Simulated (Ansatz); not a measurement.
Cs2AgBiBr6:

```xyz
10
Lattice="0.0000 5.6161 5.6161 5.6161 0.0000 5.6161 5.6161 5.6161 0.0000" Properties=species:S:1:pos:R:3 pbc="T T T"
Bi    0.0000    0.0000    0.0000
Cs    8.4242    8.4242    8.4242
Cs    2.8081    2.8081    2.8081
Ag    5.6161    5.6161    5.6161
Br    5.6161    5.6161    8.4180
Br    5.6161    5.6161    2.8142
Br    2.8142    5.6161    5.6161
Br    5.6161    8.4180    5.6161
Br    8.4180    5.6161    5.6161
Br    5.6161    2.8142    5.6161
```

Base run:

- Program: Ansatz 0.2.0
- Functional: BLYP
- Potentials or basis: Ansatz PAW
- Cutoff: 420 eV (not typed: the program's choice for these potentials)
- k mesh: 4 × 4 × 4
- Occupations: fermi-dirac, width 0.05 eV
- Spin: no spin polarisation

Its results: band gap on the k mesh 1.29 eV, indirect (least direct gap 2.48 eV); pressure 3.7 GPa; largest force 0.342 eV/Å.

Question: The run is repeated on the same cell with these changes: functional from BLYP to revPBE. What comes out?

Answer: Band gap on the k mesh 1.32 eV, indirect (least direct gap 2.51 eV); pressure 3.1 GPa; largest force 0.259 eV/Å.

Caveats: spin-orbit coupling is left out, which as a rule narrows the gap of such compounds by several tenths of an eV; the PAW data sets come from PBE, with cores solved anew for the run's functional, which leaves a small shift of forces and pressure; the density of states is complete only up to the lowest level of the last band computed.

A k mesh can miss the band edges.
